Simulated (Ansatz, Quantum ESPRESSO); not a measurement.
# ZnO [001], wurtzite: uniaxial strain and lateral response

The c axis is held at a set length while the cell relaxes sideways. How do the lateral strain and the stress follow? The strained cell has c along the load; unstrained it is a = 3.2308 Å, b = 3.2308 Å, c = 5.2138 Å, α = 90.00°, β = 90.00°, γ = 120.00°, with 4 atoms.

Calculated with Quantum ESPRESSO 7.5, PBEsol, GBRV 1.5 ultrasoft potentials, cutoff 680 eV, Fermi–Dirac smearing 0.02 eV, k-mesh 10×10×6, no spin polarisation, no spin-orbit coupling.

Relaxed positions at 0 %:

```csv
atom,x,y,z
Zn,0.3333,0.6667,0.9996
Zn,0.6667,0.3333,0.4996
O,0.6667,0.3333,0.1206
O,0.3333,0.6667,0.6206
```

| ε_c (%) | a (Å) | c (Å) | ε_a (%) | σ (GPa, tension positive) |
| --- | --- | --- | --- | --- |
| −3 | 3.2641 | 5.0573 | 1.032 | −3.75 |
| −2 | 3.2529 | 5.1095 | 0.683 | −2.61 |
| −1 | 3.2417 | 5.1616 | 0.338 | −1.37 |
| 0 | 3.2304 | 5.2138 | −0.012 | −0.08 |
| 2 | 3.2091 | 5.3180 | −0.670 | 2.98 |
| 3 | 3.1985 | 5.3702 | −0.998 | 4.59 |

**Question.** Fit both responses and give the free strain and the stress at +1 %, a row left out above.

Least squares with y = y0 + y1 ε + y2 ε² (ε in %) gives ε_a = −0.007 + (−0.3384) ε + (0.0027) ε² and σ = −0.05 + (1.392) ε + (0.053) ε² GPa. The linear terms put the ratio of free to applied strain at −0.338 and the Young modulus at 139 GPa.

At +1 % the free strain comes out as −0.342 %. The run itself gives −0.334 %, so the estimate misses by 0.008 %; the fitted rows themselves lie up to 0.005 % off the law.

The stress comes out as 1.40 GPa. The run itself gives 1.44 GPa, so the estimate misses by 0.04 GPa; the fitted rows themselves lie up to 0.03 GPa off the law.

The positive ε² term means that the crystal stiffens in tension.

The same fit over all rows at other levels or in other programs gives the strain ratio = −0.336 with PBEsol (Ansatz).

[Logs are printed without paths, hosts, clocks, repeated set-up lines and the standing remarks that a program may print on its own settings, such as how far it seeks lower states.]
